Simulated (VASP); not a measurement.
# CdS (F-43m) in VASP: a series of runs

One crystal, CdS, is run at these levels: PBE; tasks: relaxation of cell and atoms.

Program: VASP 6.6.1. These are calculated values, not measurements. Logs are shortened: lines on timing, memory, paths and dates and some standing lists are left out, and cuts for length are marked.

## Step 1: Starting point

It takes space group F-43m (No. 216, cubic). Conventional cell: a = 5.833 Å, b = 5.833 Å, c = 5.833 Å, α = 90.00°, β = 90.00°, γ = 90.00°. Cd (site symmetry -43m) has 4 S at 2.53 Å as nearest neighbours. S (site symmetry -43m) is surrounded by 4 Cd at 2.53 Å.

## Step 2: Relaxation of cell and atoms, PBE

Contents of INCAR:

```
SYSTEM = CdS
PREC = Accurate ; ENCUT = 520
EDIFF = 1E-7 ; ISMEAR = 0
SIGMA = 0.02 ; LREAL = .False.
LASPH = .True. ; NELM = 100
ALGO = Normal ; ISIF = 3
LWAVE = .False. ; LCHARG = .False.
GGA = PE ; IBRION = 2
NSW = 80 ; EDIFFG = -0.002
KPAR = 4
```

Contents of KPOINTS:

```
regular mesh
0
Gamma
  10 10 10
  0 0 0
```

Contents of POSCAR:

```
CdS
1.0
    0.0000000000      2.9165000000      2.9165000000
    2.9165000000      0.0000000000      2.9165000000
    2.9165000000      2.9165000000      0.0000000000
Cd S
1 1
Direct
    0.0000000000      0.0000000000      0.0000000000
    0.2500000000      0.2500000000      0.2500000000
```

Potentials or basis: VASP PAW PBE potentials, release 64 (Cd, S).

The run is started by

```
cat potpaw_PBE.64/Cd/POTCAR potpaw_PBE.64/S/POTCAR > POTCAR
mpirun -np 4 vasp_std > vasp.out
```

OUTCAR:

```text
SYSTEM = CdS
   PREC = Accurate
   ENCUT = 520
   EDIFF = 1E-7
   ISMEAR = 0
   LREAL = .False.
   LASPH = .True.
   NELM = 100
   ISIF = 3
   GGA = PE
   IBRION = 2
   NSW = 80
   EDIFFG = -0.002

 ion  position               nearest neighbor table
   1  0.000  0.000  0.000-   2 2.53   2 2.53   2 2.53   2 2.53
   2  0.250  0.250  0.250-   1 2.53   1 2.53   1 2.53   1 2.53

  LATTYP: Found a face centered cubic cell.
 ALAT       =     5.8330000000

  Lattice vectors:

 A1 = (   0.0000000000,   2.9165000000,   2.9165000000)
 A2 = (   2.9165000000,   0.0000000000,   2.9165000000)
 A3 = (   2.9165000000,   2.9165000000,   0.0000000000)

Analysis of symmetry for initial positions (statically):
=====================================================================
 Subroutine PRICEL returns:
 Original cell was already a primitive cell.

 Routine SETGRP: Setting up the symmetry group for a
 face centered cubic supercell.

 Subroutine GETGRP returns: Found 24 space group operations
 (whereof 24 operations were pure point group operations)
 out of a pool of 48 trial point group operations.

The static configuration has the point symmetry T_d .

Analysis of symmetry for dynamics (positions and initial velocities):
=====================================================================
 Subroutine PRICEL returns:
 Original cell was already a primitive cell.

 Routine SETGRP: Setting up the symmetry group for a
 face centered cubic supercell.

 Subroutine GETGRP returns: Found 24 space group operations
 (whereof 24 operations were pure point group operations)
 out of a pool of 48 trial point group operations.

The dynamic configuration has the point symmetry T_d .

 Subroutine INISYM returns: Found 24 space group operations
 (whereof 24 operations are pure point group operations),
 and found     1 'primitive' translations

----------------------------------------------------------------------------------------

                                     Primitive cell

  volume of cell :      49.6153

  direct lattice vectors                    reciprocal lattice vectors
     0.000000000  2.916500000  2.916500000    -0.171438368  0.171438368  0.171438368
     2.916500000  0.000000000  2.916500000     0.171438368 -0.171438368  0.171438368
     2.916500000  2.916500000  0.000000000     0.171438368  0.171438368 -0.171438368

  length of vectors
     4.124553855  4.124553855  4.124553855     0.296939964  0.296939964  0.296939964

  position of ions in fractional coordinates (direct lattice)
     0.000000000  0.000000000  0.000000000
     0.250000000  0.250000000  0.250000000

  ion indices of the primitive-cell ions
   primitive index   ion index
                 1           1
                 2           2

----------------------------------------------------------------------------------------

 KPOINTS: regular mesh

Automatic generation of k-mesh.
 Grid dimensions read from file:
 generate k-points for:   10   10   10

 Generating k-lattice:

  Cartesian coordinates                     Fractional coordinates (reciprocal lattice)
    -0.017143837  0.017143837  0.017143837     0.100000000  0.000000000  0.000000000
     0.017143837 -0.017143837  0.017143837     0.000000000  0.100000000  0.000000000
     0.017143837  0.017143837 -0.017143837     0.000000000  0.000000000  0.100000000

  Length of vectors
     0.029693996  0.029693996  0.029693996

  Shift w.r.t. Gamma in fractional coordinates (k-lattice)
     0.000000000  0.000000000  0.000000000

 Subroutine IBZKPT returns following result:
 ===========================================

 Found     47 irreducible k-points:

 Following reciprocal coordinates:
            Coordinates               Weight
  0.000000  0.000000  0.000000      1.000000
  0.100000  0.000000  0.000000      8.000000
  0.200000  0.000000  0.000000      8.000000
  0.300000  0.000000  0.000000      8.000000
  0.400000  0.000000  0.000000      8.000000
  0.500000  0.000000  0.000000      4.000000
[... 16 lines left out ...]
  0.300000  0.300000  0.000000      6.000000
  0.400000  0.300000  0.000000     24.000000
 [... further k-points ...]
   k-points           NKPTS =     47   k-points in BZ     NKDIM =     47   number of bands    NBANDS=     13
   number of dos      NEDOS =    301   number of ions     NIONS =      2
   total plane-waves  NPLWV =  32768
   dimension x,y,z NGX =    32 NGY =   32 NGZ =   32
   dimension x,y,z NGXF=    64 NGYF=   64 NGZF=   64
   ions per type =               1   1
   NGX,Y,Z   is equivalent  to a cutoff of  12.90, 12.90, 12.90 a.u.
   NGXF,Y,Z  is equivalent  to a cutoff of  25.80, 25.80, 25.80 a.u.
 SYSTEM =  CdS
   PREC   = accura    normal or accurate (medium, high low for compatibility)
   ISTART =      0    job   : 0-new  1-cont  2-samecut
   ICHARG =      2    charge: 1-file 2-atom 10-const
   ISPIN  =      1    spin polarized calculation?
   LNONCOLLINEAR =      F non collinear calculations
   LSORBIT =      F    spin-orbit coupling
   LASPH  =      T    aspherical Exc in radial PAW
   ENCUT  =  520.0 eV  38.22 Ry    6.18 a.u.   7.67  7.67  7.67*2*pi/ulx,y,z
   NELM   =    100;   NELMIN=  2; NELMDL= -5     # of ELM steps
   EDIFF  = 0.1E-06   stopping-criterion for ELM
   LREAL  =      F    real-space projection
   EDIFFG = -.2E-02   stopping-criterion for IOM
   NSW    =     80    number of steps for IOM
   IBRION =      2    ionic relax: 0-MD 1-quasi-New 2-CG
   NFREE  =      1    steps in history (QN), initial steepest desc. (CG)
   ISIF   =      3    stress and relaxation
   ISYM   =      2    0-nonsym 1-usesym 2-fastsym
   POTIM  = 0.5000    time-step for ionic-motion
   TEBEG  =    0.0;   TEEND  =   0.0 temperature during run
   PSTRESS=    0.0 pullay stress
   NELECT =      18.0000    total number of electrons
   NUPDOWN=      -1.0000    fix difference up-down
   EMIN   =  10.00;   EMAX   =-10.00  energy-range for DOS
   EFERMI =   0.00;   METHOD = LEGACY
   ISMEAR =     0;   SIGMA  =   0.02  broadening in eV -4-tet -1-fermi 0-gaus
   EFERMI_NEDOS =   21; number of points for ismear=-14 and -15
   IALGO  =     38    algorithm
   IMIX   =      4    mixing-type and parameters
     AMIX     =   0.40;   BMIX     =  1.00
     AMIX_MAG =   1.60;   BMIX_MAG =  1.00
  volume/ion in A,a.u.               =      24.81       167.41
  Fermi-wavevector in a.u.,A,eV,Ry     =   1.167599  2.206442 18.548649  1.363287
  Thomas-Fermi vector in A             =   2.304097
   LORBIT       =      0    0 simple, 1 ext, 2 COOP (PROOUT), +10 PAW based schemes
   GGA     = PE    functional components
   LHFCALC =     F    Hartree Fock is set to
   AEXX    =    0.0000 exact exchange contribution
   IVDW    =     0    specifies the selected vdW correction
   LEPSILON=     F    determine dielectric tensor
   LRPA    =     F    only Hartree local field effects (RPA)
 conjugate gradient relaxation of ions
 non-spin polarized calculation
 Gauss-broadening in eV      SIGMA  =   0.02
  energy-cutoff  :      520.00
  volume of cell :       49.62
 maximum number of plane-waves:      1363
   NGX = 15   NGY = 15   NGZ = 15

--------------------------------------- Ionic step        1  -------------------------------------------

 number of electron      18.0000004 magnetization

 Free energy of the ion-electron system (eV)
  ---------------------------------------------------
  ext. energy  EPLUGINS =         0.00000000
  ---------------------------------------------------
  free energy    TOTEN  =        -6.12153396 eV

  energy without entropy =       -6.12153396  energy(sigma->0) =       -6.12153396

------------------------ aborting loop because EDIFF is reached ----------------------------------------

  FORCE on cell =-STRESS in cart. coord.  units (eV):
  Direction    XX          YY          ZZ          XY          YZ          ZX
  --------------------------------------------------------------------------------------
  -------------------------------------------------------------------------------------
  Total        0.9948944      0.9948944      0.9948944      0.0000000      0.0000000      0.0000000
  in kB       32.1271090     32.1271090     32.1271090      0.0000000      0.0000000      0.0000000
  external PRESSURE =      32.1271090 kB  Pullay stress =       0.0000000 kB
[... 57 lines left out ...]
  energy  without entropy=       -6.1444939786  energy(sigma->0) =       -6.14449398

--------------------------------------- Ionic step        3  -------------------------------------------

 number of electron      18.0000000 magnetization

 Free energy of the ion-electron system (eV)
  ---------------------------------------------------
  ext. energy  EPLUGINS =         0.00000000
  ---------------------------------------------------
  free energy    TOTEN  =        -6.14731483 eV

  energy without entropy =       -6.14731483  energy(sigma->0) =       -6.14731483

 E-fermi :   0.9911     XC(G=0):  -8.9042

 val. band max:        0.8757088782   @ k =   0.0000   0.0000   0.0000
 cond. band min:       1.9077902313   @ k =   0.0000   0.0000   0.0000
 fundamental gap:      1.0320813531
 Fermi energy:         0.9910563262

 k-point     1 :       0.0000    0.0000    0.0000
  band No.  band energies     occupation
      1     -11.1838      2.00000
      2      -6.6766      2.00000
      3      -6.6766      2.00000
      4      -6.6766      2.00000
      5      -6.2657      2.00000
      6      -6.2657      2.00000
      7       0.8757      2.00000
      8       0.8757      2.00000
      9       0.8757      2.00000
     10       1.9078      0.00000
     11       7.4265      0.00000
     12       7.4265      0.00000
     13       7.4265      0.00000
[... 353 lines left out ...]
 k-point    24 :       0.4000    0.3000    0.0000
  band No.  band energies     occupation
      1     -10.7843      2.00000
      2      -6.4924      2.00000
      3      -6.4544      2.00000
      4      -6.4149      2.00000
      5      -6.2093      2.00000
      6      -6.0845      2.00000
      7      -2.2880      2.00000
      8      -0.6149      2.00000
      9      -0.4742      2.00000
     10       4.8647      0.00000
     11       5.4188      0.00000
     12       8.8041      0.00000
     13       9.8174      0.00000

 [... further k-points ...]

------------------------ aborting loop because EDIFF is reached ----------------------------------------

  FORCE on cell =-STRESS in cart. coord.  units (eV):
  Direction    XX          YY          ZZ          XY          YZ          ZX
  --------------------------------------------------------------------------------------
  -------------------------------------------------------------------------------------
  Total        0.0038217      0.0038217      0.0038217      0.0000000      0.0000000      0.0000000
  in kB        0.1170467      0.1170467      0.1170467      0.0000000      0.0000000      0.0000000
  external PRESSURE =       0.1170467 kB  Pullay stress =       0.0000000 kB
[... 17 lines left out ...]
  FREE ENERGIE OF THE ION-ELECTRON SYSTEM (eV)
  ---------------------------------------------------
  free  energy   TOTEN  =        -6.1473148279 eV

  energy  without entropy=       -6.1473148279  energy(sigma->0) =       -6.14731483

 reached required accuracy - stopping structural energy minimisation
```

It took 23 s on 4 MPI ranks of Intel Xeon Platinum 8488C (Sapphire Rapids), shared host; peak memory 0.19 GiB.

What came out:

- Free energy: -6.1473 eV
- Relaxed volume: 26.16 Å³/atom
- Relaxed cell: a = 4.198 Å, b = 4.198 Å, c = 4.198 Å, α = 60.00°, β = 60.00°, γ = 60.00°
- Space group after relaxing (to 0.05 Å): F-43m (No. 216)
- Energy gained by relaxing: 12.9 meV/atom
- Ionic steps: 3
- Pressure after relaxing: 0.0 GPa
- Band gap on the k mesh: 1.03 eV, direct

Step by step:
```
step  energy change (eV)  largest force (eV/Å)  pressure (GPa)  volume (Å³)
   1              0.0000                0.0000            3.21        49.62
   2             -0.0230                0.0000           -0.93        53.27
   3             -0.0258                0.0000            0.01        52.31
```

Final structure:
```
CELL_PARAMETERS angstrom
0.00000 2.96842 2.96842
2.96842 0.00000 2.96842
2.96842 2.96842 0.00000
ATOMIC_POSITIONS crystal
Cd 0.00000 0.00000 0.00000
S 0.25000 0.25000 0.25000
```

PBE gaps usually lie below the measured ones, often by a third to a half. Zero-point motion and thermal expansion aren't in these numbers.

(Continued in part 2 of 2.)
